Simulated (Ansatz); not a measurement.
Runs of Ansatz 0.2.0 on SrO. Symmetry: Fm-3m, No. 225, cubic system. Conventional cell: a = 5.133 Å, b = 5.133 Å, c = 5.133 Å, α = 90.00°, β = 90.00°, γ = 90.00°. Sr (site symmetry m-3m) is surrounded by 6 O at 2.57 Å. Around O (site symmetry m-3m) lie 6 Sr at 2.57 Å. 

```csv
task,level,cell,k mesh,cutoff (eV),points for each segment of the path,gap on the mesh (eV),pressure (GPa),relaxed volume (Å³/atom)
band structure,BLYP,as given,9 × 9 × 9,420,14,3.51,(a),-
band structure,r2SCAN,as given,7 × 7 × 7,500,14,3.89,(c),-
relaxation of cell and atoms,RPBE+D4,relaxed,9 × 9 × 9,420,-,3.50,0.0,17.53
relaxation of cell and atoms,PBEsol+D3(BJ),relaxed,9 × 9 × 9,420,-,(b),0.0,16.35
relaxation of cell and atoms,BLYP+D3(BJ),relaxed,9 × 9 × 9,420,-,3.51,0.0,16.98
```

Alike in all rows: potentials or basis Ansatz PAW; no spin polarisation; smearing fermi-dirac 0.05 eV.

Question: Estimate the missing entries.

Answer: (a) 6.2; (b) 3.23; (c) 1.5.

Caveats: the PAW data sets come from PBE, with cores solved anew for the run's functional, which leaves a small shift of forces and pressure; the potentials were made for another functional, which shifts forces and pressure (some runs); the plane-wave basis is chosen anew once the cell has moved, so the energies of steps on either side of that aren't comparable (some runs); the k mesh misses the band edges, so the gap on the mesh is wider than the one along the path (some runs); odd divisions of the mesh miss points on the zone boundary, where band edges often lie, so the gap on the mesh can be too wide (some runs).

A k mesh can miss the band edges, and the runs leave out spin-orbit coupling on Sr.

Not every run made on this cell is shown here.
